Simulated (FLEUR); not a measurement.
Input of a FLEUR MaX-R8.1 (later development tree) run:

Contents of inp.xml:

```xml
<?xml version="1.0" encoding="UTF-8" standalone="no"?>
<fleurInput fleurInputVersion="0.39">
   <comment>
      MnO2                                                                                                
   </comment>
   <calculationSetup>
      <cutoffs Kmax="5.19" Gmax="16.1" GmaxXC="16.1" numbands="0"/>
      <scfLoop itmax="80" minDistance="0.0001" maxIterBroyd="30" imix="Anderson" alpha="0.05" precondParam="0.0" spinf="2.0" sdNocoIR="T"/>
      <coreElectrons ctail="F" frcor="F" kcrel="0" coretail_lmax="0"/>
      <xcFunctional name="LibXC" relativisticCorrections="F">
         <LibXCName exchange="mgga_x_r2scan" correlation="mgga_c_r2scan"/>
         <AuxGGA exchange="117" correlation="130"/>
      </xcFunctional>
      <magnetism jspins="2"/>
      <soc l_soc="F" theta="0.0" phi="0.0" spav="F"/>
      <expertModes spex="0" secvar="F"/>
      <geometryOptimization l_f="F" forcealpha="1.0" forcemix="BFGS" epsdisp="0.00001" epsforce="0.00001"/>
      <ldaU l_linMix="F" mixParam="0.05" spinf="1.0"/>
   </calculationSetup>
   <cell>
      <bzIntegration valenceElectrons="54.0" mode="hist" fermiSmearingEnergy="0.00183747">
         <kPointListSelection listName="default-1"/>
         <!-- k-points included here -->
         <xi:include xmlns:xi="http://www.w3.org/2001/XInclude" href="kpts.xml"> </xi:include>
      </bzIntegration>
      <!-- symmetry operations included here -->
      <xi:include xmlns:xi="http://www.w3.org/2001/XInclude" href="sym.xml"> </xi:include>
      <bulkLattice scale="1.0">
         <bravaisMatrix>
            <row-1>    5.3950838740566818     0.0000000000000000     0.0000000000000000</row-1>
            <row-2>   -2.6975419369338547     4.6722796904787609     0.0000000000000000</row-2>
            <row-3>    0.0000000000000000     0.0000000000000000    19.3162942707188634</row-3>
         </bravaisMatrix>
      </bulkLattice>
   </cell>
   <atomSpecies>
      <species name="Manganese 4.000" element="Mn" atomicNumber="25">
         <mtSphere radius="1.89" gridPoints="625" logIncrement="0.019"/>
         <atomicCutoffs lmax="8" lnonsphr="8"/>
         <electronConfig flipSpins="F">
            <coreConfig>(1s1/2) (2s1/2) (2p1/2) (2p3/2)</coreConfig>
            <valenceConfig>(3s1/2) (3p1/2) (3p3/2) (4s1/2) (3d3/2) (3d5/2)</valenceConfig>
            <stateOccupation state="(3d3/2)" spinUp="1.5" spinDown="0.5"/>
            <stateOccupation state="(3d5/2)" spinUp="3.0" spinDown="0.0"/>
         </electronConfig>
         <energyParameters s="4" p="4" d="3" f="4"/>
         <lo type="SCLO" l="0" n="3" eDeriv="0"/>
         <lo type="SCLO" l="1" n="3" eDeriv="0"/>
         <lo type="SCLO" l="1" n="3" eDeriv="1"/>
         <lo type="SCLO" l="2" n="3" eDeriv="2"/>
         <lo type="SCLO" l="3" n="4" eDeriv="2"/>
      </species>
      <species name="Oxygen (O)" element="O" atomicNumber="8">
         <mtSphere radius="1.44" gridPoints="477" logIncrement="0.022"/>
         <atomicCutoffs lmax="8" lnonsphr="8"/>
         <electronConfig flipSpins="F">
            <coreConfig>(1s1/2)</coreConfig>
            <valenceConfig>(2s1/2) (2p1/2) (2p3/2)</valenceConfig>
            <stateOccupation state="(2p1/2)" spinUp="0.666667" spinDown="0.666667"/>
            <stateOccupation state="(2p3/2)" spinUp="1.333333" spinDown="1.333333"/>
         </electronConfig>
         <energyParameters s="2" p="2" d="3" f="4"/>
         <lo type="SCLO" l="0" n="2" eDeriv="2"/>
         <lo type="SCLO" l="1" n="2" eDeriv="2"/>
         <lo type="SCLO" l="2" n="3" eDeriv="2"/>
      </species>
   </atomSpecies>
   <atomGroups>
      <atomGroup species="Manganese 4.000">
         <relPos label="                   1">.0000000000 .0000000000 1.000/2.000</relPos>
         <relPos label="                   2">.0000000000 .0000000000 .0000000000</relPos>
         <force calculate="T" relaxXYZ="TTT"/>
      </atomGroup>
      <atomGroup species="Oxygen (O)">
         <relPos label="                   3">-1.000/3.000 1.000/3.000 .4068564500</relPos>
         <relPos label="                   4">-1.000/3.000 1.000/3.000 .0931435500</relPos>
         <relPos label="                   5">1.000/3.000 -1.000/3.000 -.4068564500</relPos>
         <relPos label="                   6">1.000/3.000 -1.000/3.000 -.0931435500</relPos>
         <force calculate="T" relaxXYZ="TTT"/>
      </atomGroup>
   </atomGroups>
   <output dos="F" band="F" slice="F">
      <checks vchk="F" cdinf="F"/>
      <bandDOS minEnergy="-.5*Htr" maxEnergy="0.5*Htr" sigma="0.015" storeEVData="T"/>
      <vacuumDOS vacdos="F" integ="F" star="F" nstars="0" locx1="0.0" locy1="0.0" locx2="0.0" locy2="0.0" nstm="0" tworkf="0.0"/>
      <unfoldingBand unfoldBand="F" supercellX="1" supercellY="1" supercellZ="1"/>
      <plotting iplot="0" polar="F">
         <plot TwoD="T" vec1="  1.0  0.0  0.0" vec2="  0.0  1.0  0.0" vec3="  0.0  0.0  1.0" zero="  0.0  0.0  0.0" file="plot"/>
      </plotting>
      <chargeDensitySlicing numkpt="0" minEigenval="0.0" maxEigenval="0.0" nnne="0" pallst="F"/>
      <specialOutput eonly="F"/>
      <moessbauerParams electricFieldGradient="T" isomerShift="T" coreHyperfine="T" valenceHyperfine="T"/>
      <magneticCircularDichroism mcd="F" energyLo="-10.0" energyUp="0.0"/>
   </output>
  <!-- We include the file relax.xml here to enable relaxations (see documentation) -->
  <xi:include xmlns:xi="http://www.w3.org/2001/XInclude" href="relax.xml"> <xi:fallback/> </xi:include>
</fleurInput>
```

The input crystal.txt:

```
MnO2
&input cartesian=F /
2.8549554371  0.0000000000  0.0000000000
-1.4274777185  2.4724639352  0.0000000000
0.0000000000  0.0000000000  10.2217427273
1.8897261246
1.0 1.0 1.0

6
25 0.0000000000  0.0000000000  0.5000000000 : 4.000
25 0.0000000000  0.0000000000  0.0000000000 : 4.000
8 0.6666666667  0.3333333333  0.4068564500
8 0.6666666667  0.3333333333  0.0931435500
8 0.3333333333  0.6666666667  0.5931435500
8 0.3333333333  0.6666666667  0.9068564500

&kpt div1=11 div2=11 div3=3 gamma=T /
```

File inp.xml (bands):

```
<?xml version="1.0" encoding="UTF-8" standalone="no"?>
<fleurInput fleurInputVersion="0.39">
   <comment>
      MnO2                                                                                                
   </comment>
   <calculationSetup>
      <cutoffs Kmax="5.19" Gmax="16.1" GmaxXC="16.1" numbands="0"/>
      <scfLoop itmax="80" minDistance="0.0001" maxIterBroyd="30" imix="Anderson" alpha="0.05" precondParam="0.0" spinf="2.0" sdNocoIR="T"/>
      <coreElectrons ctail="F" frcor="F" kcrel="0" coretail_lmax="0"/>
      <xcFunctional name="LibXC" relativisticCorrections="F">
         <LibXCName exchange="mgga_x_r2scan" correlation="mgga_c_r2scan"/>
         <AuxGGA exchange="117" correlation="130"/>
      </xcFunctional>
      <magnetism jspins="2"/>
      <soc l_soc="F" theta="0.0" phi="0.0" spav="F"/>
      <expertModes spex="0" secvar="F"/>
      <geometryOptimization l_f="F" forcealpha="1.0" forcemix="BFGS" epsdisp="0.00001" epsforce="0.00001"/>
      <ldaU l_linMix="F" mixParam="0.05" spinf="1.0"/>
   </calculationSetup>
   <cell>
      <bzIntegration valenceElectrons="54.0" mode="hist" fermiSmearingEnergy="0.00183747">
         <kPointListSelection listName="path-1"/>
         <!-- k-points included here -->
         <xi:include xmlns:xi="http://www.w3.org/2001/XInclude" href="kpts.xml"> </xi:include>
      </bzIntegration>
      <!-- symmetry operations included here -->
      <xi:include xmlns:xi="http://www.w3.org/2001/XInclude" href="sym.xml"> </xi:include>
      <bulkLattice scale="1.0">
         <bravaisMatrix>
            <row-1>    5.3950838740566818     0.0000000000000000     0.0000000000000000</row-1>
            <row-2>   -2.6975419369338547     4.6722796904787609     0.0000000000000000</row-2>
            <row-3>    0.0000000000000000     0.0000000000000000    19.3162942707188634</row-3>
         </bravaisMatrix>
      </bulkLattice>
   </cell>
   <atomSpecies>
      <species name="Manganese 4.000" element="Mn" atomicNumber="25">
         <mtSphere radius="1.89" gridPoints="625" logIncrement="0.019"/>
         <atomicCutoffs lmax="8" lnonsphr="8"/>
         <electronConfig flipSpins="F">
            <coreConfig>(1s1/2) (2s1/2) (2p1/2) (2p3/2)</coreConfig>
            <valenceConfig>(3s1/2) (3p1/2) (3p3/2) (4s1/2) (3d3/2) (3d5/2)</valenceConfig>
            <stateOccupation state="(3d3/2)" spinUp="1.5" spinDown="0.5"/>
            <stateOccupation state="(3d5/2)" spinUp="3.0" spinDown="0.0"/>
         </electronConfig>
         <energyParameters s="4" p="4" d="3" f="4"/>
         <lo type="SCLO" l="0" n="3" eDeriv="0"/>
         <lo type="SCLO" l="1" n="3" eDeriv="0"/>
         <lo type="SCLO" l="1" n="3" eDeriv="1"/>
         <lo type="SCLO" l="2" n="3" eDeriv="2"/>
         <lo type="SCLO" l="3" n="4" eDeriv="2"/>
      </species>
      <species name="Oxygen (O)" element="O" atomicNumber="8">
         <mtSphere radius="1.44" gridPoints="477" logIncrement="0.022"/>
         <atomicCutoffs lmax="8" lnonsphr="8"/>
         <electronConfig flipSpins="F">
            <coreConfig>(1s1/2)</coreConfig>
            <valenceConfig>(2s1/2) (2p1/2) (2p3/2)</valenceConfig>
            <stateOccupation state="(2p1/2)" spinUp="0.666667" spinDown="0.666667"/>
            <stateOccupation state="(2p3/2)" spinUp="1.333333" spinDown="1.333333"/>
         </electronConfig>
         <energyParameters s="2" p="2" d="3" f="4"/>
         <lo type="SCLO" l="0" n="2" eDeriv="2"/>
         <lo type="SCLO" l="1" n="2" eDeriv="2"/>
         <lo type="SCLO" l="2" n="3" eDeriv="2"/>
      </species>
   </atomSpecies>
   <atomGroups>
      <atomGroup species="Manganese 4.000">
         <relPos label="                   1">.0000000000 .0000000000 1.000/2.000</relPos>
         <relPos label="                   2">.0000000000 .0000000000 .0000000000</relPos>
         <force calculate="T" relaxXYZ="TTT"/>
      </atomGroup>
      <atomGroup species="Oxygen (O)">
         <relPos label="                   3">-1.000/3.000 1.000/3.000 .4068564500</relPos>
         <relPos label="                   4">-1.000/3.000 1.000/3.000 .0931435500</relPos>
         <relPos label="                   5">1.000/3.000 -1.000/3.000 -.4068564500</relPos>
         <relPos label="                   6">1.000/3.000 -1.000/3.000 -.0931435500</relPos>
         <force calculate="T" relaxXYZ="TTT"/>
      </atomGroup>
   </atomGroups>
   <output dos="F" band="T" slice="F">
      <checks vchk="F" cdinf="F"/>
      <bandDOS minEnergy="-.5*Htr" maxEnergy="0.5*Htr" sigma="0.015" storeEVData="T"/>
      <vacuumDOS vacdos="F" integ="F" star="F" nstars="0" locx1="0.0" locy1="0.0" locx2="0.0" locy2="0.0" nstm="0" tworkf="0.0"/>
      <unfoldingBand unfoldBand="F" supercellX="1" supercellY="1" supercellZ="1"/>
      <plotting iplot="0" polar="F">
         <plot TwoD="T" vec1="  1.0  0.0  0.0" vec2="  0.0  1.0  0.0" vec3="  0.0  0.0  1.0" zero="  0.0  0.0  0.0" file="plot"/>
      </plotting>
      <chargeDensitySlicing numkpt="0" minEigenval="0.0" maxEigenval="0.0" nnne="0" pallst="F"/>
      <specialOutput eonly="F"/>
      <moessbauerParams electricFieldGradient="T" isomerShift="T" coreHyperfine="T" valenceHyperfine="T"/>
      <magneticCircularDichroism mcd="F" energyLo="-10.0" energyUp="0.0"/>
   </output>
  <!-- We include the file relax.xml here to enable relaxations (see documentation) -->
  <xi:include xmlns:xi="http://www.w3.org/2001/XInclude" href="relax.xml"> <xi:fallback/> </xi:include>
</fleurInput>
```

Potentials or basis: all-electron, FLAPW.

The run is started by

```console
$ inpgen -f crystal.txt -profile fastHighL
$ # inp.xml edited to the form shown
$ mpirun -n 4 fleur_MPI -pe_per_kpt 1
$ mpirun -n 4 fleur_MPI -pe_per_kpt 1   # second run, on inp.xml (bands)
```

**Question.** Estimate the net moment.

**Answer.** 6.00 μB per cell.

**Question.** Estimate the site moments.

**Answer.** Mn +2.79; O +0.01 μB.

Core levels (eV from the Fermi level):
```csv
atom,levels
1 Mn,"1s1/2 -6423.0, 2s1/2 -738.8, 2p1/2 -631.6, 2p3/2 -621.1"
2 Mn,"1s1/2 -6423.0, 2s1/2 -738.8, 2p1/2 -631.6, 2p3/2 -621.1"
3 O,1s1/2 -504.9
4 O,1s1/2 -504.9
5 O,1s1/2 -504.9
6 O,1s1/2 -504.9
```

Caveat: the meta-GGA is that of a development version, with a GGA for the radial functions and cores and without core tails; only a ferromagnetic start was run, and an antiferromagnetic order may lie lower in energy.
